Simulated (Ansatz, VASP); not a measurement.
# Cross-check of SrCl2 between VASP and Ansatz, part 2 of 2

One calculation is typed for both programs; each brings its own data sets and cutoff. How far apart do they land? The cell is taken from a series of VASP runs on this material, whose earlier steps may have relaxed, scaled or displaced it; both programs get it as it stands.

VASP 6.6.1 and Ansatz 0.2.0.

So far: Set-up; VASP: relaxation of cell and atoms, PBEsol; Ansatz: relaxation of cell and atoms, PBEsol.

## (4) Comparison

Known differences besides the potentials themselves: both relaxations stop at a tolerance, which leaves soft axes loose, and VASP keeps its plane-wave basis; the cutoff is 420 eV in Ansatz and 450 eV in VASP; Ansatz makes its cores anew for this functional, VASP keeps those of its PBE data sets; VASP leaves aspherical gradient terms in its spheres out (LASPH is not set), Ansatz keeps them; Ansatz adds a Pulay correction to the stress that steers its cell, VASP none. Total energies have different zeros and are not compared.

Both answers:

```tsv
quantity	Ansatz	VASP	difference
volume (Å³)	82.41	82.65	-0.29 %
edge a after relaxation, in the typed setting (Å)	4.885	4.889	-0.10 %
```

The walks stopped with 0.00 GPa left in Ansatz and -0.02 GPa in VASP; each walk ends within a tolerance, so the volume difference is uncertain by about these residues over the bulk modulus, most in soft cells.

## (5) Ansatz: relaxation of cell and atoms, PBEsol with D3(BJ)

The relaxed volume is the usual yardstick between codes: its relative difference is about their pressure difference at one cell divided by the bulk modulus. The cell compared in this pair holds 79.90 Å³, against 82.65 Å³ for the pair before.

The cell is taken from a series of VASP runs on this material, whose earlier steps may have relaxed, scaled or displaced it; both programs get it as it stands.

input.yaml

```yaml
crystal:
  lattice:
    - [0.0, 3.4185087268, 3.4185087268]
    - [3.4185087268, 0.0, 3.4185087268]
    - [3.4185087268, 3.4185087268, 0.0]
  atoms:
    - { symbol: Sr, position: [0.0, 0.0, 0.0] }
    - { symbol: Cl, position: [0.75, 0.75, 0.75] }
    - { symbol: Cl, position: [0.25, 0.25, 0.25] }
hamiltonian:
  xc: pbesol
  pseudopotentials: { kind: paw }
  dispersion: d3bj
kpoints:
  mp_grid: { grid: [6, 6, 6] }
scf:
  occupations: { method: gaussian, width: 0.03 }
relax:
  f_tol: 0.01
  max_steps: 60
  cell: { stress_tol: 0.05 }
output:
  forces: true
  stress: true
```

The run is started by

```bash
ansatz run input.yaml --threads 4 --pin off --max-ram 9216MiB --backend cpu --events-out ev --progress --plain --runs-dir out
```

Numbers of over 12 decimals in the logs are rounded to 6 here.

The program printed:

```text
[...]
Crystal: 3 atoms, lattice volume = 79.899 Å³
Basis set: ecut = 420 eV, 1471 PW (Γ), exchange–correlation on 72×72×72 points (8 copies of the dense FFT grid, shifted against one another)
Bands: 16, of which v1, the nominal top of the filled ones, is band 12 counted from 1 (11 counted from 0)
Symmetry: 48 space group operations
[...]
k-points: 16 of 216
[...]
-0.000000      -0.000000       0.012028
  P = ⅓ Tr σ = 0.0120 GPa (0.120 kbar)
--- Relaxed structure (2 steps of the walk, 2 accepted, 1 SCFs on fresh bases) ---
[...]
cell:  # Å, volume = 79.5838 Å³
    - [0, 3.414011, 3.414011]
    - [3.414011, 0, 3.414011]
    - [3.414011, 3.414011, 0]
  atoms:
    - { symbol: Sr, position: [0, 0, 0] }
    - { symbol: Cl, position: [0.750000, 0.750000, 0.750000] }
    - { symbol: Cl, position: [0.250000, 0.250000, 0.250000] }
[key lines of the parts left out:]
SCF converged after 4 iterations
Free energy (F): -5622.025674 eV
Fermi energy:    6.317596 eV
```

Elapsed: 1.6 s, on 4 threads of Arm Neoverse V2, shared host; peak memory 0.34 GiB.

## (6) VASP: relaxation of cell and atoms, PBEsol with D3(BJ)

The same cell, functional, mesh and smearing now go to VASP, with its own data sets and cutoff.

INCAR

```
SYSTEM = SrCl2
PREC = Accurate
ENCUT = 450
EDIFF = 1E-06
NELM = 100
ISMEAR = 0
SIGMA = 0.03
LREAL = .FALSE.
ALGO = Normal
GGA = PS
IVDW = 12
NBANDS = 18
LORBIT = 11
LWAVE = .FALSE.
LCHARG = .FALSE.
KPAR = 4
IBRION = 2
NSW = 50
ISIF = 3
EDIFFG = -0.006
```

POSCAR

```
SrCl2
1.0
    0.0000000000      3.4185087268      3.4185087268
    3.4185087268      0.0000000000      3.4185087268
    3.4185087268      3.4185087268      0.0000000000
Sr Cl
1 2
Direct
    0.0000000000      0.0000000000      0.0000000000
    0.7500000000      0.7500000000      0.7500000000
    0.2500000000      0.2500000000      0.2500000000
```

KPOINTS

```
Automatic mesh
0
Gamma
6 6 6
0 0 0
```

The projector-augmented-wave data sets are Sr_sv and Cl (PBE family, release 64).

The run is started by

```bash
mpirun -np 4 vasp_std
```

The program printed:

```text
[banner, memory and clock lines left out]
running    4 mpi-ranks, on    1 nodes
[...]
[... a notice as in an earlier step ...]

 LDA part: xc-table for (Slater+PW92), standard interpolation
 POSCAR, INCAR and KPOINTS ok, starting setup
[...]
entering main loop
       N       E                     dE             d eps       ncg     rms          rms(c)
DAV:   1     0.126006137263E+03    0.12601E+03   -0.10715E+04   576   0.107E+03
DAV:   2    -0.612478987839E+01   -0.13213E+03   -0.12851E+03   760   0.219E+02
DAV:   3    -0.133351768430E+02   -0.72104E+01   -0.71920E+01   764   0.521E+01
DAV:   4    -0.135393988623E+02   -0.20422E+00   -0.20407E+00   954   0.777E+00
[...]
DAV:  11    -0.133289680082E+02   -0.14845E-03   -0.14161E-04   744   0.558E-02    0.330E-02
DAV:  12    -0.133289896760E+02   -0.21668E-04   -0.33914E-05   644   0.270E-02    0.783E-03
DAV:  13    -0.133289899805E+02   -0.30452E-06   -0.70406E-07   724   0.513E-03
   1 F= -.13996429E+02 E0= -.13996429E+02  d E =-.139964E+02
[...]
reached required accuracy - stopping structural energy minimisation
```

From OUTCAR (step 6):

```text
 Edisp (eV)   -0.66744

  Total      -0.01553    -0.01553    -0.01553     0.00000     0.00000    -0.00000
  in kB      -0.31149    -0.31149    -0.31149     0.00000     0.00000    -0.00000
  external pressure =       -0.31 kB  Pullay stress =        0.00 kB

 POSITION                                       TOTAL-FORCE (eV/Angst)
 -----------------------------------------------------------------------------------
      0.00000      0.00000      0.00000         0.000000     -0.000000     -0.000000
      5.12776      5.12776      5.12776         0.000000      0.000000      0.000000
      1.70925      1.70925      1.70925        -0.000000     -0.000000     -0.000000
 -----------------------------------------------------------------------------------
    total drift:                                0.000000      0.000000      0.000000

  FREE ENERGIE OF THE ION-ELECTRON SYSTEM (eV)
  ---------------------------------------------------
  free  energy   TOTEN  =       -13.9964288121 eV

  energy  without entropy=      -13.9964288121  energy(sigma->0) =      -13.99642881

[... 2 parts as in an earlier step ...]

[... 2 further parts left out ...]
[key lines of the parts left out:]
E-fermi :   0.6851
```

## (7) Differences

Compared:

```tsv
quantity	Ansatz	VASP	difference
volume (Å³)	79.58	79.90	-0.39 %
edge a after relaxation, in the typed setting (Å)	4.828	4.835	-0.13 %
```

The walks stopped with 0.01 GPa left in Ansatz and -0.03 GPa in VASP; each walk ends within a tolerance, so the volume difference is uncertain by about these residues over the bulk modulus, most in soft cells.

## (8) Summary of results

| Property | Result |
| --- | --- |
| difference in volume (relaxation of cell and atoms, PBEsol) | -0.29 % |
| difference in volume (relaxation of cell and atoms, PBEsol with D3(BJ)) | -0.39 % |

The difference in volume is -0.39 % (relaxation of cell and atoms, PBEsol with D3(BJ)), within the 1.2 % picked in this series as the mark of a large difference, as far as the stopping tolerances let one tell. How closely two codes agree says nothing of how well the functional describes the real material.

[Lines on the potential files, build, host, timing and source positions are cut from VASP's logs without a mark.]

[Logs are printed without paths, hosts, clocks, repeated set-up lines and the standing remarks that a program may print on its own settings, such as how far it seeks lower states.]

[Hosts, paths, dates, database ids (printed as entryN), source tags and the programs' standing remarks are cut or masked in the printed files.]
